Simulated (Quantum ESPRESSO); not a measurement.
Crystal: RbCl.

```
Rb Cl
1.0
     0.00000    3.27400    3.27400
     3.27400    0.00000    3.27400
     3.27400    3.27400    0.00000
Rb Cl
1 1
Direct
  0.00000 0.00000 0.00000
  0.50000 0.50000 0.50000
```

Base run:

| Item | Value |
| --- | --- |
| Program | Quantum ESPRESSO 7.5 |
| Functional | LDA |
| Potentials or basis | GBRV 1.5 LDA |
| Cutoff | 612 eV |
| Density cutoff | 4898 eV |
| k mesh | 7 × 7 × 7 |
| Occupations | fermi-dirac, width 0.05 eV |
| Spin | no spin polarisation |

Its results: band gap on the k mesh 4.59 eV, direct; pressure -1.4 GPa.

Q: The run is repeated on the same cell with these changes: functional from LDA to PBE; potentials or basis from GBRV 1.5 LDA to SSSP 1.3 efficiency PBE; cutoff from 612 eV to 816 eV; density cutoff from 4898 eV to 5987 eV. What comes out?

A: Band gap on the k mesh 5.05 eV, direct; pressure 1.2 GPa.
